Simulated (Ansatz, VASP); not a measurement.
# One calculation of SnO, two programs

Contents of INCAR:

```
PREC = Accurate ; ENCUT = 520
EDIFF = 1E-6 ; ISMEAR = 0
SIGMA = 0.02 ; LREAL = False
LASPH = True ; NELM = 80
ALGO = Normal ; ISIF = 2
LWAVE = False ; LCHARG = False
LDIPOL = True ; IDIPOL = 3
DIPOL = 0.5 0.5 0.500 ; GGA = PE
IVDW = 12 ; NBANDS = 28
```

The input KPOINTS:

```
regular mesh
0
Gamma
  6 6 1
```

The input POSCAR:

```
SnO
1.0
    3.5150000000      0.0000000000      0.0000000000
    0.0000000000      3.5150000000      0.0000000000
    0.0000000000      0.0000000000     30.6334027786
Sn O
2 2
Direct
    0.5000000000      0.0000000000      0.4627530768
    0.0000000000      0.5000000000      0.5372469232
    0.0000000000      0.0000000000      0.5000000000
    0.5000000000      0.5000000000      0.5000000000
```

Input for Ansatz:

```yaml
crystal:
  lattice:
    - [3.515, 0.0, 0.0]
    - [0.0, 3.515, 0.0]
    - [0.0, 0.0, 30.6334027786]
  atoms:
    - { symbol: Sn, position: [0.5, 0.0, 0.4627530768] }
    - { symbol: O, position: [0.0, 0.0, 0.5] }
    - { symbol: O, position: [0.5, 0.5, 0.5] }
    - { symbol: Sn, position: [0.0, 0.5, 0.5372469232] }
  periodic: [true, true, false]
basis:
  ecutwfc: 420
kpoints:
  mp_grid: { grid: [6, 6, 1] }
hamiltonian:
  xc: pbe
  dispersion: d3bj
scf:
  occupations: { method: gaussian, width: 0.02 }
output:
  forces: true
  stress: true
  eigenvalues: true
```

Alike in both runs: task single point; functional PBE; dispersion D3(BJ); k mesh 6 × 6 × 1; occupations gaussian, width 0.02 eV; no spin polarisation.

|  | VASP | Ansatz |
| --- | --- | --- |
| version | VASP 6.6.1 | Ansatz 0.2.0 |
| potentials or method | VASP PAW PBE potentials, release 64 (Sn_d, O) | scalar-relativistic, plane waves, PAW |
| plane-wave cutoff (eV) | 520 | 420 |
| valence electrons in the cell | 40 | 40 |

|  | VASP | Ansatz | Ansatz less VASP |
| --- | --- | --- | --- |
| gap on the k mesh at the Fermi level (eV) | 3.05 | 3.07 | +0.018 |
| least direct gap on the mesh (eV) | 3.17 | 3.20 | +0.023 |
| rms of the force components (eV/Å) | 1.501 | 1.439 | -0.0616 |

Caveats: spin-orbit coupling is left out, which moves the levels of the heavy elements.
